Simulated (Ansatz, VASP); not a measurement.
**CdTe: VASP beside Ansatz**

One calculation is typed for both programs; each brings its own data sets and cutoff. How far apart do they land? The cell is taken from a series of VASP runs on this material, whose earlier steps may have relaxed, scaled or displaced it; both programs get it as it stands. Other levels of theory on this material are compared in a session of their own.

Program: Ansatz 0.2.0. Level of theory: plane waves, with VASP 6.6.1 beside it; band structure at r2SCAN, spin-orbit coupling. Results are calculated unless marked as measured.

## Step 1: The starting structure

The structure is cubic, space group F-43m (No. 216). The conventional cell has a = 6.280 Å, b = 6.280 Å, c = 6.280 Å, α = 90.00°, β = 90.00°, γ = 90.00°. Nearest to Te lie 4 Cd at 2.72 Å. Cd has 4 Te at 2.72 Å nearest. Farther neighbours and most contacts between anions are not listed.

As a file:

```xyz
2
Lattice="0.0000 3.1400 3.1400 3.1400 0.0000 3.1400 3.1400 3.1400 0.0000" Properties=species:S:1:pos:R:3 pbc="T T T"
Te    4.7100    4.7100    4.7100
Cd    0.0000    0.0000    0.0000
```

## Step 2: VASP: band structure, r2SCAN, spin-orbit coupling

The same path points are solved in both programs, so levels can be compared one by one.

Lines of VASP's logs that name or quote its potential files are left out, and so is its time.

File INCAR:

```
SYSTEM = CdTe
PREC = Accurate
ENCUT = 350
EDIFF = 1E-06
NELM = 100
ISMEAR = 0
SIGMA = 0.03
LREAL = .FALSE.
ALGO = Normal
METAGGA = R2SCAN
LASPH = .TRUE.
LNONCOLLINEAR = .TRUE.
MAGMOM = 0 0 0 0 0 0
NBANDS = 30
GGA_COMPAT = .FALSE.
LSORBIT = .TRUE.
LORBIT = 11
LWAVE = .FALSE.
LCHARG = .FALSE.
KPAR = 4
```

File POSCAR:

```
CdTe
1.0
    0.0000000000      3.1400000000      3.1400000000
    3.1400000000      0.0000000000      3.1400000000
    3.1400000000      3.1400000000      0.0000000000
Te Cd
1 1
Direct
    0.7500000000      0.7500000000      0.7500000000
    0.0000000000      0.0000000000      0.0000000000
```

File KPOINTS:

```
Automatic mesh
0
Gamma
6 6 6
0 0 0
```

File KPOINTS_OPT:

```
Line mode
10
Line-mode
Reciprocal
  0.00000000   0.00000000   0.00000000 GAMMA
  0.50000000   0.00000000   0.50000000 X

  0.50000000   0.00000000   0.50000000 X
  0.50000000   0.25000000   0.75000000 W

  0.50000000   0.25000000   0.75000000 W
  0.37500000   0.37500000   0.75000000 K

  0.37500000   0.37500000   0.75000000 K
  0.00000000   0.00000000   0.00000000 GAMMA

  0.00000000   0.00000000   0.00000000 GAMMA
  0.50000000   0.50000000   0.50000000 L

  0.50000000   0.50000000   0.50000000 L
  0.62500000   0.25000000   0.62500000 U

  0.62500000   0.25000000   0.62500000 U
  0.50000000   0.25000000   0.75000000 W

  0.50000000   0.25000000   0.75000000 W
  0.50000000   0.50000000   0.50000000 L

  0.50000000   0.50000000   0.50000000 L
  0.37500000   0.37500000   0.75000000 K

  0.62500000   0.25000000   0.62500000 U
  0.50000000   0.00000000   0.50000000 X
```

PAW data sets: Te and Cd (PBE family, release 64).

The run is started by

```
> mpirun -np 4 vasp_ncl
```

Numbers of over 12 decimals in the logs are rounded to 6 here.

Log:

```text
[banner, memory and clock lines left out]
running    4 mpi-ranks, on    1 nodes
 distrk:  each k-point on    1 cores,    4 groups
 distr:  one band on    1 cores,    1 groups

 POSCAR found type information on POSCAR TeCd
 POSCAR found :  2 types and       2 ions
|                                                                             |
|               ----> ADVICE to this user running VASP <----                  |
|                                                                             |
|     You enforced a specific xc type in the INCAR file but a different       |
|     [... a line on the potential file left out ...]
|     I HOPE YOU KNOW WHAT YOU ARE DOING!                                     |
|                                                                             |

 LDA part: xc-table for (None), standard interpolation
 POSCAR, INCAR and KPOINTS ok, starting setup
 FFT: planning ... GRIDC
 FFT: planning ... GRID_SOFT
 FFT: planning ... GRID
 WAVECAR not read
 entering main loop
       N       E                     dE             d eps       ncg     rms          rms(c)
DAV:   1     0.456309824820E+02    0.45631E+02   -0.67665E+03  1352   0.792E+02
DAV:   2    -0.472809195676E+02   -0.92912E+02   -0.89917E+02  1480   0.235E+02
DAV:   3    -0.510765331719E+02   -0.37956E+01   -0.37764E+01  1562   0.494E+01
DAV:   4    -0.511130031373E+02   -0.36470E-01   -0.36462E-01  1602   0.432E+00
DAV:   5    -0.511134424688E+02   -0.43933E-03   -0.43932E-03  1552   0.429E-01    0.747E+00
DAV:   6    -0.465966578344E+02    0.45168E+01   -0.28132E+00  1362   0.231E+01    0.801E+00
DAV:   7    -0.465709515919E+02    0.25706E-01   -0.15268E-01  1488   0.427E+00    0.520E+00
DAV:   8    -0.465775949075E+02   -0.66433E-02   -0.79275E-02  1434   0.302E+00    0.134E+00
DAV:   9    -0.465788356590E+02   -0.12408E-02   -0.27616E-03  1544   0.551E-01    0.565E-01
DAV:  10    -0.465789805205E+02   -0.14486E-03   -0.12388E-03  1472   0.383E-01    0.215E-01
DAV:  11    -0.465788698836E+02    0.11064E-03   -0.34499E-04  1484   0.176E-01    0.718E-02
DAV:  12    -0.465788663794E+02    0.35042E-05   -0.23543E-05  1506   0.545E-02    0.480E-02
DAV:  13    -0.465788666653E+02   -0.28594E-06   -0.96465E-06  1544   0.365E-02
   1 F= -.46578867E+02 E0= -.46578867E+02  d E =-.191037E-14  mag=     0.0000     0.0000     0.0000
 Start KPOINTS_OPT (optional k-point list driver)
k-point batch [1-22\100]
       N       E                     dE             ncg
DAV:   1     0.582129699102E+03   -0.72717E+04     1376
DAV:   2    -0.145871949995E+04   -0.20408E+04     1500
DAV:   3    -0.153894777243E+04   -0.80228E+02     1608
DAV:   4    -0.153977572118E+04   -0.82795E+00     1720
DAV:   5    -0.153978253441E+04   -0.68132E-02     1562
DAV:   6    -0.153978268765E+04   -0.15324E-03     1714
DAV:   7    -0.153978269090E+04   -0.32485E-05     1472
DAV:   8    -0.153978269098E+04   -0.85516E-07     1094
[...]
k-point batch [89-100\100]
       N       E                     dE             ncg
DAV:   1     0.437508921367E+04   -0.53099E+04      736
DAV:   2     0.328240919300E+04   -0.10927E+04      830
DAV:   3     0.324245688298E+04   -0.39952E+02      894
DAV:   4     0.324208231816E+04   -0.37456E+00      910
DAV:   5     0.324207942421E+04   -0.28939E-02      850
DAV:   6     0.324207936390E+04   -0.60313E-04      914
DAV:   7     0.324207936254E+04   -0.13634E-05      756
DAV:   8     0.324207936250E+04   -0.34821E-07      552
```

From OUTCAR (step 2):

```text
ion  position               nearest neighbor table
   1  0.750  0.750  0.750-   2 2.72   2 2.72   2 2.72   2 2.72
   2  0.000  0.000  0.000-   1 2.72   1 2.72   1 2.72   1 2.72

  LATTYP: Found a face centered cubic cell.
 ALAT       =     6.2800000000

 Subroutine GETGRP returns: Found 24 space group operations
 (whereof 24 operations were pure point group operations)

The static configuration has the point symmetry T_d .

 Found     22 irreducible k-points:

   k-points           NKPTS =     22   k-points in BZ     NKDIM =     22   number of bands    NBANDS=     30

   dimension x,y,z NGX =    28 NGY =   28 NGZ =   28
   dimension x,y,z NGXF=    56 NGYF=   56 NGZF=   56

   ENCUT  =  350.0 eV  25.72 Ry    5.07 a.u.   6.77  6.77  6.77*2*pi/ulx,y,z

   NELECT =      18.0000    total number of electrons

 k-points in reciprocal lattice and weights: Automatic mesh
   0.00000000  0.00000000  0.00000000       0.005
   0.16666667  0.00000000  0.00000000       0.019
  -0.16666667  0.00000000  0.00000000       0.019
   0.33333333  0.00000000  0.00000000       0.019
  -0.33333333  0.00000000  0.00000000       0.019
   0.50000000  0.00000000  0.00000000       0.019
   0.16666667  0.16666667  0.00000000       0.028
   0.33333333  0.16666667  0.00000000       0.056
  -0.33333333 -0.16666667  0.00000000       0.056
[...]
-0.33333333  0.33333333  0.16666667       0.111
  -0.33333333  0.50000000  0.16666667       0.056

 average (electrostatic) potential at core
       1 -95.5812       2 -43.9246

 E-fermi :   3.4558

 k-point     1 :       0.0000    0.0000    0.0000
  band No.  band energies     occupation
    ...
     14       2.4754      1.00000
     15       3.3054      1.00000
     16       3.3054      1.00000
     17       3.3054      1.00000
     18       3.3054      1.00000
     19       4.6162      0.00000
     20       4.6162      0.00000
     21       7.7316      0.00000
     22       7.7316      0.00000
     23       8.0677      0.00000
    ...

 k-point     2 :       0.1667    0.0000    0.0000
  band No.  band energies     occupation
    ...
     14       1.1401      1.00000
     15       2.5186      1.00000
     16       2.5186      1.00000
     17       3.0024      1.00000
     18       3.0243      1.00000
     19       5.5714      0.00000
     20       5.5714      0.00000
     21       8.1767      0.00000
     22       8.1767      0.00000
     23       8.2822      0.00000
    ...

 k-point     3 :      -0.1667    0.0000    0.0000
  band No.  band energies     occupation
    ...
     14       1.1401      1.00000
     15       2.5186      1.00000
     16       2.5186      1.00000
     17       3.0024      1.00000
     18       3.0243      1.00000
     19       5.5714      0.00000
     20       5.5714      0.00000
     21       8.1767      0.00000
     22       8.1767      0.00000
     23       8.2822      0.00000
    ...

  Total        2.6667946      2.6667946      2.6667946      0.0000000      0.0000000     -0.0000000
  in kB       69.0051020     69.0051020     69.0051020      0.0000000      0.0000000     -0.0000000
  external PRESSURE =      69.0051020 kB  Pullay stress =       0.0000000 kB

  energy-cutoff  :      350.00
  volume of cell :       61.92
      direct lattice vectors                 reciprocal lattice vectors
     0.000000000  3.140000000  3.140000000    -0.159235669  0.159235669  0.159235669
     3.140000000  0.000000000  3.140000000     0.159235669 -0.159235669  0.159235669
     3.140000000  3.140000000  0.000000000     0.159235669  0.159235669 -0.159235669

 POSITION                                       TOTAL-FORCE (eV/Angst)
 -----------------------------------------------------------------------------------
      4.71000      4.71000      4.71000         0.000000      0.000000     -0.000000
      0.00000      0.00000      0.00000        -0.000000     -0.000000      0.000000
 -----------------------------------------------------------------------------------
    total drift:                                0.000000      0.000000      0.000000

  FREE ENERGIE OF THE ION-ELECTRON SYSTEM (eV)
  ---------------------------------------------------
  free  energy   TOTEN  =       -46.5788666653 eV

  energy  without entropy=      -46.5788666653  energy(sigma->0) =      -46.57886667

 Spin-Orbit-Coupling matrix elements
 Ion:    1  E_soc:     -0.1751890
 Ion:    2  E_soc:     -0.0606829

 total charge
# of ion       s       p       d       tot
------------------------------------------
    1        1.349   2.164   0.029   3.542
    2        0.472   0.375   9.529  10.377
--------------------------------------------------
tot          1.822   2.539   9.558  13.918

 magnetization (x)
# of ion       s       p       d       tot
------------------------------------------
    1        0.000   0.000   0.000   0.000
    2        0.000   0.000   0.000   0.000
--------------------------------------------------
tot          0.000   0.000   0.000   0.000

 magnetization (y)
# of ion       s       p       d       tot
------------------------------------------
    1        0.000  -0.000   0.000  -0.000
    2        0.000   0.000   0.000   0.000
--------------------------------------------------
tot          0.000  -0.000   0.000  -0.000

 magnetization (z)
# of ion       s       p       d       tot
------------------------------------------
    1       -0.000   0.000   0.000   0.000
    2       -0.000   0.000  -0.000  -0.000
--------------------------------------------------
tot         -0.000   0.000  -0.000  -0.000

[... 3 further parts left out ...]
```

The run ends at a pressure of 6.90 GPa.

(Part 1 of 2 ends here.)

[Lines on the potential files, build, host, timing and source positions are cut from VASP's logs without a mark.]

[Logs are printed without paths, hosts, clocks, repeated set-up lines and the standing remarks that a program may print on its own settings, such as how far it seeks lower states.]

[Hosts, paths, dates, database ids (printed as entryN), source tags and the programs' standing remarks are cut or masked in the printed files.]
